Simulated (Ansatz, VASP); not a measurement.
**InAs: VASP beside Ansatz**

```xyz
2
Lattice="0.0000 3.0180 3.0180 3.0180 0.0000 3.0180 3.0180 3.0180 0.0000" Properties=species:S:1:pos:R:3 pbc="T T T"
In    0.0000    0.0000    0.0000
As    4.5270    4.5270    4.5270
```

Alike in both runs: functional PBEsol; k mesh 8 × 8 × 8; occupations fermi-dirac, width 0.05 eV; no spin polarisation.

```csv
,VASP,Ansatz
version,VASP 6.6.1,Ansatz 0.2.0
potentials or method,"VASP PAW PBE potentials, release 64 (In_d, As)",Ansatz PAW
plane-wave cutoff (eV),520,420
valence electrons in the cell,18,28
task,single point,band structure
```

Ansatz gave:

```
gap on the k mesh at the Fermi level (eV) : none
pressure (GPa)                            : 1.5
```

Problem. What did VASP give for the same quantities?

Solution. gap on the k mesh at the Fermi level (eV): none; pressure (GPa): 1.6.

A gap of «none» marks a metal or a gap that the smearing closes. With one functional, cell and mesh, what is left measures potentials, basis and numerics. The two sets of potentials don't hold the same shells in valence.

Caveats: this crystal is a semiconductor, whose small gap the functional closes, so the metal is an error of the method; the PAW data sets were made with another functional, which shifts forces and pressure a little (VASP); spin-orbit coupling is left out, which moves the levels of the heavy elements (Ansatz); the PAW data sets come from PBE, with cores solved anew for the run's functional, which leaves a small shift of forces and pressure (Ansatz).
